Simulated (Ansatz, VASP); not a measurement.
NaCl in VASP and in Ansatz

```xyz
2
Lattice="0.0000 2.8126 2.8126 2.8126 0.0000 2.8126 2.8126 2.8126 0.0000" Properties=species:S:1:pos:R:3 pbc="T T T"
Cl    2.8126    2.8126    2.8126
Na    0.0000    0.0000    0.0000
```

Change from the starting cell: volume scaled by 1.02.

Alike in both runs: task single point; functional PBE; k mesh 8 × 8 × 8; occupations fermi-dirac, width 0.05 eV; no spin polarisation.

```csv
,VASP,Ansatz
version,VASP 6.6.1,Ansatz 0.2.0
potentials or method,"VASP PAW PBE potentials, release 64 (Cl, Na_pv)",Ansatz PAW
plane-wave cutoff (eV),520,420
valence electrons in the cell,14,16
```

VASP gave:

```
gap on the k mesh at the Fermi level (eV) : 5.14
least direct gap on the mesh (eV)         : 5.14
pressure (GPa)                            : 0.9
```

**Question.** What did Ansatz give for the same quantities?

**Answer.** gap on the k mesh at the Fermi level (eV): 5.14; least direct gap on the mesh (eV): 5.14; pressure (GPa): 1.0.

The two sets of potentials don't hold the same shells in valence.

A k mesh can miss the band edges.
